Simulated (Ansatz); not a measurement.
# Sb: response to strain

Aim: deform Sb (zz strain of +3 %) and compute stress, forces and field gradients with LAPW, PAW and all-electron datasets made for the crystal.

Method: DFT PBE, scalar-relativistic, in Ansatz 0.2.0.

## Step 1: Starting point

The structure is trigonal, space group R-3m (No. 166). The conventional cell has a = 4.301 Å, b = 4.301 Å, c = 11.232 Å, α = 90.00°, β = 90.00°, γ = 120.00°. Around Sb (site symmetry 3m) lie 3 Sb at 2.90 Å.

As a file:

```xyz
2
Lattice="2.1506 1.2416 3.7440 -2.1506 1.2416 3.7440 0.0000 -2.4833 3.7440" Properties=species:S:1:pos:R:3 pbc="T T T"
Sb    0.0000    0.0000    2.6242
Sb    0.0000    0.0000    8.6078
```

Atoms are numbered in the order of the input: Sb1, Sb2.

## Step 2: After the deformation

Space group R-3m before, R-3m after.

## Step 3: Full-potential LAPW

The input, input.yaml:

```yaml
crystal:
  lattice:
    - [2.150600332, 1.2416496806, 3.85632]
    - [-2.150600332, 1.2416496806, 3.85632]
    - [0.0, -2.4832993611, 3.85632]
  atoms:
    - { symbol: Sb, position: [0.23364, 0.23364, 0.23364] }
    - { symbol: Sb, position: [0.76636, 0.76636, 0.76636] }
kpoints:
  mp_grid: { grid: [9, 9, 9] }
  band_path:
    path:
      - [0.0, 0.0, 0.0]
      - [0.5, 0.5, 0.5]
      - [0.7642201696, 0.2357798304, 0.5]
      - [0.5, -0.2357798304, 0.2357798304]
      - [0.5, 0.0, 0.0]
      - [0.0, 0.0, 0.0]
      - [0.3678899152, -0.3678899152, 0.0]
      - [0.6321100848, 0.0, 0.3678899152]
      - [0.5, 0.0, 0.5]
    npoints: 5
scf:
  occupations: { method: fermi_dirac, width: 0.05 }
hamiltonian:
  xc: pbe
  pseudopotentials: { kind: all_electron, lapw: { basis_error: 0.0005 } }
output:
  forces: true
  stress: true
  eigenvalues: true
```

The run is started by

```bash
ansatz run input.yaml --threads 1 --pin off --max-ram 3072MiB --backend cpu --events-out ev --progress --plain --runs-dir out
```

## Step 4: PAW with frozen cores

The input, input.yaml:

```yaml
crystal:
  lattice:
    - [2.150600332, 1.2416496806, 3.85632]
    - [-2.150600332, 1.2416496806, 3.85632]
    - [0.0, -2.4832993611, 3.85632]
  atoms:
    - { symbol: Sb, position: [0.23364, 0.23364, 0.23364] }
    - { symbol: Sb, position: [0.76636, 0.76636, 0.76636] }
kpoints:
  mp_grid: { grid: [9, 9, 9] }
scf:
  occupations: { method: fermi_dirac, width: 0.05 }
hamiltonian:
  xc: pbe
  pseudopotentials: { kind: paw }
output:
  forces: true
  stress: true
  eigenvalues: true
  efg: { contact_densities: true }
```

## Step 5: All-electron PAW on datasets made for the crystal

Changes to input.yaml since step 4:

```diff
@@ -14,3 +14,3 @@
   xc: pbe
-  pseudopotentials: { kind: paw }
+  pseudopotentials: { kind: all_electron, datasets: crystal }
 output:
```

(Steps that only read results are left out.)

Before running it: what results should come out? Wanted: pressure; largest shear or deviatoric stress.

The runs gave:

| quantity | value |
| --- | --- |
| pressure | LAPW 1.54, PAW 1.53, crystal datasets 1.54 GPa |
| largest shear or deviatoric stress (LAPW) | 0.86 GPa |

What this shows: The largest part of the stress beyond the pressure is 0.86 GPa in size, in the zz component; the atoms are carried along and not relaxed. No run of the undeformed cell stands beside it, so the pressure holds what the given cell had before the change. PAW: stress within 0.01 GPa of LAPW. Crystal datasets: stress within 0.01 GPa of LAPW. Spin-orbit coupling is left out, though the cell holds Sb; in elements this heavy it can shift bands and gaps by tenths of an eV.
